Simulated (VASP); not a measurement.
# CoPdO2 (R-3m) in VASP: notebook

The runs below take CoPdO2 through single point, with PBE.

Everything below comes from runs of VASP 6.6.1. Logs are shortened: lines on timing, memory, paths and dates and some standing lists are left out, and cuts for length are marked.

### 1 The crystal as given

It takes space group R-3m (No. 166, trigonal). Conventional cell: a = 2.845 Å, b = 2.845 Å, c = 17.880 Å, α = 90.00°, β = 90.00°, γ = 120.00°. Co (site symmetry -3m) has 6 O at 1.91 Å as nearest neighbours. Pd (site symmetry -3m) is surrounded by 2 O at 2.01 Å. O (site symmetry 3m) has 3 Co at 1.91 Å and 1 Pd at 2.01 Å as nearest neighbours.

### 2 Single point, PBE, collinear spin, typed start

Input file INCAR:

```
  PREC = Accurate
  ENCUT = 520
  EDIFF = 1E-6
  ISMEAR = 0
  SIGMA = 0.05
  LREAL = F
  LASPH = T
  NELM = 150
  ALGO = Normal
  ISIF = 2
  LWAVE = F
  LCHARG = T
  ISPIN = 2
  MAGMOM = 3 2 0 0
  LORBIT = 11
  LMAXMIX = 4
  GGA = PE
  LELF = T
  LVHAR = T
  NBANDS = 28
```

Input file KPOINTS:

```
regular mesh
0
Gamma
  8 8 8
```

Input file POSCAR:

```
CoPdO2
1.0
    1.4224998100      0.8212806500      5.9600012600
   -1.4224998100      0.8212806500      5.9600012600
    0.0000000000     -1.6425613000      5.9600012600
Co Pd O
1 1 2
Direct
    0.5000000000      0.5000000000      0.5000000000
    0.0000000000      0.0000000000      0.0000000000
    0.1121500000      0.1121500000      0.1121500000
    0.8878500000      0.8878500000      0.8878500000
```

Potentials or basis: VASP PAW PBE potentials, release 64 (Co, Pd, O).

Started as:

```console
> cat potpaw_PBE.64/Co/POTCAR potpaw_PBE.64/Pd/POTCAR potpaw_PBE.64/O/POTCAR > POTCAR
> mpirun -np 1 vasp_std > vasp.out
```

OUTCAR:

```text
PREC = Accurate
   ENCUT = 520
   EDIFF = 1E-6
   ISMEAR = 0
   LREAL = F
   LASPH = T
   NELM = 150
   ISIF = 2
   ISPIN = 2
   LORBIT = 11
   GGA = PE

 ion  position               nearest neighbor table
   1  0.500  0.500  0.500-   3 1.91   3 1.91   4 1.91   4 1.91   3 1.91   4 1.91
   2  0.000  0.000  0.000-   3 2.01   4 2.01
   3  0.112  0.112  0.112-   1 1.91   1 1.91   1 1.91   2 2.01
   4  0.888  0.888  0.888-   1 1.91   1 1.91   1 1.91   2 2.01

  LATTYP: Found a trigonal (rhomboedric) cell.
 ALAT       =     6.1822020862
 COS(alpha) =     0.8941116852

  Lattice vectors:

 A1 = (   1.4224998100,   0.8212806500,   5.9600012600)
 A2 = (  -1.4224998100,   0.8212806500,   5.9600012600)
 A3 = (   0.0000000000,  -1.6425613000,   5.9600012600)

Analysis of symmetry for initial positions (statically):
=====================================================================
 Subroutine PRICEL returns:
 Original cell was already a primitive cell.

 Routine SETGRP: Setting up the symmetry group for a
 trigonal (rhombohedral) supercell.

 Subroutine GETGRP returns: Found 12 space group operations
 (whereof 12 operations were pure point group operations)
 out of a pool of 12 trial point group operations.

The static configuration has the point symmetry D_3d.

Analysis of symmetry for dynamics (positions and initial velocities):
=====================================================================
 Subroutine PRICEL returns:
 Original cell was already a primitive cell.

 Routine SETGRP: Setting up the symmetry group for a
 trigonal (rhombohedral) supercell.

 Subroutine GETGRP returns: Found 12 space group operations
 (whereof 12 operations were pure point group operations)
 out of a pool of 12 trial point group operations.

The dynamic configuration has the point symmetry D_3d.

Analysis of structural, dynamic, and magnetic symmetry:
=====================================================================
 Subroutine PRICEL returns:
 Original cell was already a primitive cell.

 Routine SETGRP: Setting up the symmetry group for a
 trigonal (rhombohedral) supercell.

 Subroutine GETGRP returns: Found 12 space group operations
 (whereof 12 operations were pure point group operations)
 out of a pool of 12 trial point group operations.

The overall configuration has the point symmetry D_3d.

 Subroutine INISYM returns: Found 12 space group operations
 (whereof 12 operations are pure point group operations),
 and found     1 'primitive' translations

----------------------------------------------------------------------------------------

                                     Primitive cell

  volume of cell :      41.7774

  direct lattice vectors                    reciprocal lattice vectors
     1.422499810  0.821280650  5.960001260     0.351493896  0.202935095  0.055928400
    -1.422499810  0.821280650  5.960001260    -0.351493896  0.202935095  0.055928400
     0.000000000 -1.642561300  5.960001260     0.000000000 -0.405870190  0.055928400

  length of vectors
     6.182202086  6.182202086  6.182202087     0.409705501  0.409705501  0.409705500

  position of ions in fractional coordinates (direct lattice)
     0.500000000  0.500000000  0.500000000
     0.000000000  0.000000000  0.000000000
     0.112150000  0.112150000  0.112150000
     0.887850000  0.887850000  0.887850000

  ion indices of the primitive-cell ions
   primitive index   ion index
                 1           1
                 2           2
                 3           3
                 4           4

----------------------------------------------------------------------------------------

 KPOINTS: regular mesh

Automatic generation of k-mesh.
 Grid dimensions read from file:
 generate k-points for:    8    8    8

 Generating k-lattice:

  Cartesian coordinates                     Fractional coordinates (reciprocal lattice)
     0.043936737  0.025366887  0.006991050     0.125000000  0.000000000  0.000000000
    -0.043936737  0.025366887  0.006991050     0.000000000  0.125000000  0.000000000
     0.000000000 -0.050733774  0.006991050     0.000000000  0.000000000  0.125000000

  Length of vectors
     0.051213188  0.051213188  0.051213188

  Shift w.r.t. Gamma in fractional coordinates (k-lattice)
     0.000000000  0.000000000  0.000000000

 Subroutine IBZKPT returns following result:
 ===========================================

 Found     65 irreducible k-points:

 Following reciprocal coordinates:
            Coordinates               Weight
  0.000000  0.000000  0.000000      1.000000
  0.125000 -0.000000  0.000000      6.000000
  0.250000 -0.000000  0.000000      6.000000
  0.375000 -0.000000  0.000000      6.000000
  0.500000 -0.000000  0.000000      3.000000
  0.125000  0.125000  0.000000      6.000000
[... 16 lines left out ...]
  0.250000  0.125000  0.125000      6.000000
  0.375000  0.125000  0.125000      6.000000
 [... further k-points ...]
   k-points           NKPTS =     65   k-points in BZ     NKDIM =     65   number of bands    NBANDS=     28
   number of dos      NEDOS =    301   number of ions     NIONS =      4
   total plane-waves  NPLWV = 110592
   dimension x,y,z NGX =    48 NGY =   48 NGZ =   48
   dimension x,y,z NGXF=    96 NGYF=   96 NGZF=   96
   ions per type =               1   1   2
   NGX,Y,Z   is equivalent  to a cutoff of  12.91, 12.91, 12.91 a.u.
   NGXF,Y,Z  is equivalent  to a cutoff of  25.82, 25.82, 25.82 a.u.
 SYSTEM =  unknown system
   PREC   = accura    normal or accurate (medium, high low for compatibility)
   ISTART =      0    job   : 0-new  1-cont  2-samecut
   ICHARG =      2    charge: 1-file 2-atom 10-const
   ISPIN  =      2    spin polarized calculation?
   LNONCOLLINEAR =      F non collinear calculations
   LSORBIT =      F    spin-orbit coupling
   LASPH  =      T    aspherical Exc in radial PAW
   ENCUT  =  520.0 eV  38.22 Ry    6.18 a.u.  11.49 11.49 11.49*2*pi/ulx,y,z
   NELM   =    150;   NELMIN=  2; NELMDL= -5     # of ELM steps
   EDIFF  = 0.1E-05   stopping-criterion for ELM
   LREAL  =      F    real-space projection
   EDIFFG = 0.1E-04   stopping-criterion for IOM
   NSW    =      0    number of steps for IOM
   IBRION =     -1    ionic relax: 0-MD 1-quasi-New 2-CG
   NFREE  =      0    steps in history (QN), initial steepest desc. (CG)
   ISIF   =      2    stress and relaxation
   ISYM   =      2    0-nonsym 1-usesym 2-fastsym
   POTIM  = 0.5000    time-step for ionic-motion
   TEBEG  =    0.0;   TEEND  =   0.0 temperature during run
   PSTRESS=    0.0 pullay stress
   NELECT =      31.0000    total number of electrons
   NUPDOWN=      -1.0000    fix difference up-down
   EMIN   =  10.00;   EMAX   =-10.00  energy-range for DOS
   EFERMI =   0.00;   METHOD = LEGACY
   ISMEAR =     0;   SIGMA  =   0.05  broadening in eV -4-tet -1-fermi 0-gaus
   EFERMI_NEDOS =   21; number of points for ismear=-14 and -15
   IALGO  =     38    algorithm
   IMIX   =      4    mixing-type and parameters
     AMIX     =   0.40;   BMIX     =  1.00
     AMIX_MAG =   1.60;   BMIX_MAG =  1.00
  volume/ion in A,a.u.               =      10.44        70.48
  Fermi-wavevector in a.u.,A,eV,Ry     =   1.482114  2.800789 29.887397  2.196662
  Thomas-Fermi vector in A             =   2.595940
   LORBIT       =     11    0 simple, 1 ext, 2 COOP (PROOUT), +10 PAW based schemes
   GGA     = PE    functional components
   LHFCALC =     F    Hartree Fock is set to
   AEXX    =    0.0000 exact exchange contribution
   IVDW    =     0    specifies the selected vdW correction
   LEPSILON=     F    determine dielectric tensor
   LRPA    =     F    only Hartree local field effects (RPA)
 spin polarized calculation
 Gauss-broadening in eV      SIGMA  =   0.05
  energy-cutoff  :      520.00
  volume of cell :       41.78
 maximum number of plane-waves:      1140
 NGX is ok and might be reduce to    48
   NGX = 23   NGY = 23   NGZ = 23

 number of electron      30.9999998 magnetization       1.2061112

 number of electron      30.9999998 magnetization      -0.1458390

 Free energy of the ion-electron system (eV)
  ---------------------------------------------------
  ext. energy  EPLUGINS =         0.00000000
  ---------------------------------------------------
  free energy    TOTEN  =       -25.56269662 eV

  energy without entropy =      -25.55850233  energy(sigma->0) =      -25.56059948

 E-fermi :   7.4632     XC(G=0): -12.3855

 val. band max:        7.4632178899   @ k =   0.5000   0.5000   0.1250
 cond. band min:       7.4643089301   @ k =   0.3750   0.2500  -0.0000
 fundamental gap:      0.0010910402
 Fermi energy:         7.4632261796

 spin component 1

 k-point     1 :       0.0000    0.0000    0.0000
  band No.  band energies     occupation
      1     -13.1998      1.00000
      2     -11.3841      1.00000
      3      -0.7970      1.00000
      4       1.6938      1.00000
      5       1.6938      1.00000
      6       2.6906      1.00000
[... 19 lines left out ...]
     26      26.6844      0.00000
     27      29.2659      0.00000
[... 667 lines left out ...]
      5       2.0501      1.00000
      6       2.1766      1.00000
[... 19 lines left out ...]
     26      25.9019      0.00000
     27      26.9565      0.00000

 [... further k-points ...]

 spin component 2

 k-point     1 :       0.0000    0.0000    0.0000
  band No.  band energies     occupation
      1     -13.2080      1.00000
      2     -11.3930      1.00000
      3      -0.8178      1.00000
      4       1.6847      1.00000
      5       1.6847      1.00000
      6       2.5955      1.00000
[... 19 lines left out ...]
     26      26.6675      0.00000
     27      29.2570      0.00000
[... 667 lines left out ...]
      5       2.0414      1.00000
      6       2.1652      1.00000
[... 19 lines left out ...]
     26      25.8669      0.00000
     27      26.9317      0.00000

 [... further k-points ...]

 [bands above 27 left out]

------------------------ aborting loop because EDIFF is reached ----------------------------------------

  FORCE on cell =-STRESS in cart. coord.  units (eV):
  Direction    XX          YY          ZZ          XY          YZ          ZX
  --------------------------------------------------------------------------------------
  -------------------------------------------------------------------------------------
  Total        0.5234193      0.5234193      0.2424826      0.0000000      0.0000000      0.0000000
  in kB       20.0733052     20.0733053      9.2992873      0.0000000      0.0000000      0.0000000
  external PRESSURE =      16.4819659 kB  Pullay stress =       0.0000000 kB

 VOLUME and BASIS-vectors are now :
 -----------------------------------------------------------------------------
  energy-cutoff  :      520.00
  volume of cell :       41.78
      direct lattice vectors                 reciprocal lattice vectors
     1.422499810  0.821280650  5.960001260     0.351493896  0.202935095  0.055928400
    -1.422499810  0.821280650  5.960001260    -0.351493896  0.202935095  0.055928400
     0.000000000 -1.642561300  5.960001260     0.000000000 -0.405870190  0.055928400

 POSITION                                       TOTAL-FORCE (eV/Angst)
 -----------------------------------------------------------------------------------
      0.00000      0.00000      8.94000        -0.000000      0.000000      0.000000
      0.00000      0.00000      0.00000         0.000000      0.000000     -0.000000
      0.00000      0.00000      2.00524         0.000000      0.000000      0.168331
      0.00000      0.00000     15.87476         0.000000      0.000000     -0.168331
 -----------------------------------------------------------------------------------
    total drift:                               -0.000000     -0.000000      0.000000

  FREE ENERGIE OF THE ION-ELECTRON SYSTEM (eV)
  ---------------------------------------------------
  free  energy   TOTEN  =       -25.5626966232 eV

  energy  without entropy=      -25.5585023307  energy(sigma->0) =      -25.56059948

 total charge

# of ion       s       p       d       tot
------------------------------------------
    1        0.424   0.647   7.317   8.388
    2        0.470   0.457   8.452   9.379
    3        1.560   3.434   0.000   4.994
    4        1.560   3.434   0.000   4.994
--------------------------------------------------
tot          4.014   7.972  15.769  27.755

 magnetization (x)

# of ion       s       p       d       tot
------------------------------------------
    1       -0.000  -0.000  -0.017  -0.017
    2       -0.011  -0.008  -0.092  -0.111
    3       -0.000  -0.004   0.000  -0.005
    4       -0.000  -0.004   0.000  -0.005
--------------------------------------------------
tot         -0.012  -0.017  -0.109  -0.137
```

Wall time 7.6 min (1 thread of Intel Xeon 6975P-C (Granite Rapids), shared host); peak memory 0.47 GiB.

What came out:

- Free energy: -25.5627 eV
- Pressure: 1.6 GPa
- Largest force: 0.168 eV/Å
- Band gap on the k mesh: none (metal or under the smearing width)
- Net moment: -0.15 μB per cell
- Site moments: Co -0.02; Pd -0.11; O -0.01 μB
- Valence electrons inside the program's atomic spheres: Co 8.39; Pd 9.38; O 4.99

Forces in eV/Å, atoms in the order of the input:
```
Co   0.000  0.000  0.000
Pd   0.000  0.000  0.000
O    0.000  0.000  0.168
O    0.000  0.000 -0.168
```

Levels at points of the mesh, in eV from the Fermi level:
Spin up:
| k point | band 13 | band 14 | band 15 | band 16 | band 17 | band 18 | band 19 | band 20 |
| --- | --- | --- | --- | --- | --- | --- | --- | --- |
| (0.00, 0.00, 0.00) | -1.49 | -1.25 | -1.25 | -0.83 | 2.22 | 2.22 | 3.11 | 6.65 |
| (0.50, 0.00, 0.00) | -0.82 | -0.55 | -0.10 | 1.03 | 1.48 | 1.81 | 3.73 | 8.50 |
| (0.50, 0.50, 0.00) | -0.81 | -0.60 | -0.10 | 0.34 | 2.12 | 2.26 | 3.75 | 9.24 |
| (0.50, 0.50, 0.50) | -1.39 | -0.55 | -0.55 | -0.36 | 1.92 | 1.92 | 4.32 | 5.48 |
Spin down:
```
           k point  band 13  band 14  band 15  band 16  band 17  band 18  band 19  band 20
(0.00, 0.00, 0.00)    -1.52    -1.27    -1.27    -0.87     2.21     2.21     3.06     6.63
(0.50, 0.00, 0.00)    -0.83    -0.58    -0.19     0.93     1.47     1.79     3.67     8.46
(0.50, 0.50, 0.00)    -0.82    -0.63    -0.19     0.29     2.10     2.21     3.70     9.20
(0.50, 0.50, 0.50)    -1.40    -0.59    -0.59    -0.40     1.91     1.91     4.26     5.46
```

Caveat: semilocal functionals often make such compounds metallic where correlation or magnetic order opens a gap, which also shifts bond lengths.

### 3 Single point, PBE, collinear spin, twin_end start

Input file INCAR:

```
SYSTEM = CoPdO2
PREC = Accurate
ENCUT = 520
EDIFF = 1E-6
ISMEAR = 0
SIGMA = 0.05
LREAL = .FALSE.
LASPH = .TRUE.
NELM = 150
ALGO = Fast
ISIF = 2
LWAVE = .FALSE.
LCHARG = .FALSE.
ISPIN = 2
MAGMOM = 0.02 0.09 0.01 0.01
LORBIT = 11
LMAXMIX = 4
GGA = PE
NBANDS = 28
```

Input file KPOINTS:

```
Automatic mesh
0
G
  8 8 8
  0 0 0
```

POSCAR is that of step 2.

Potentials or basis: VASP PAW PBE potentials, release 64 (Co, Pd, O).

Started as:

```console
> cat potpaw_PBE.64/Co/POTCAR potpaw_PBE.64/Pd/POTCAR potpaw_PBE.64/O/POTCAR > POTCAR
> mpirun -np 1 vasp_std > vasp.out
```

It took 9.9 min on 1 thread of Intel Xeon 6975P-C (Granite Rapids), shared host; peak memory 0.49 GiB.

Results (log left out):

```yaml
Free_energy: -25.5627 eV
Pressure: 1.6 GPa
Largest_force: 0.168 eV/Å
Band_gap_on_the_k_mesh: none (metal or under the smearing width)
Net_moment: 0.15 μB per cell
Site_moments: Co +0.02; Pd +0.11; O +0.01 μB
Valence_electrons_inside_the_program's_atomic_spheres: Co 8.39; Pd 9.38; O 4.99
```

Forces on the atoms (eV/Å):
```
Co   0.000  0.000  0.000
Pd   0.000  0.000  0.000
O    0.000  0.000  0.168
O    0.000  0.000 -0.168
```

Stress tensor (GPa, compression positive):
```
1.98 0.00 0.00
0.00 1.98 0.00
0.00 0.00 0.89
```

Levels at points of the mesh, in eV from the Fermi level:
Spin up:
| k point | band 13 | band 14 | band 15 | band 16 | band 17 | band 18 | band 19 | band 20 |
| --- | --- | --- | --- | --- | --- | --- | --- | --- |
| (0.00, 0.00, 0.00) | -1.52 | -1.27 | -1.27 | -0.87 | 2.20 | 2.20 | 3.06 | 6.63 |
| (0.50, 0.00, 0.00) | -0.83 | -0.58 | -0.19 | 0.93 | 1.47 | 1.79 | 3.67 | 8.46 |
| (0.50, 0.50, 0.00) | -0.82 | -0.63 | -0.19 | 0.29 | 2.10 | 2.21 | 3.70 | 9.20 |
| (0.50, 0.50, 0.50) | -1.40 | -0.59 | -0.59 | -0.40 | 1.91 | 1.91 | 4.26 | 5.46 |
Spin down:
```tsv
k point	band 13	band 14	band 15	band 16	band 17	band 18	band 19	band 20
(0.00, 0.00, 0.00)	-1.49	-1.25	-1.25	-0.83	2.22	2.22	3.11	6.65
(0.50, 0.00, 0.00)	-0.82	-0.55	-0.10	1.03	1.48	1.80	3.73	8.50
(0.50, 0.50, 0.00)	-0.81	-0.60	-0.10	0.34	2.11	2.26	3.75	9.24
(0.50, 0.50, 0.50)	-1.39	-0.55	-0.55	-0.36	1.92	1.92	4.32	5.48
```

Caveat: semilocal functionals often make such compounds metallic where correlation or magnetic order opens a gap, which also shifts bond lengths.
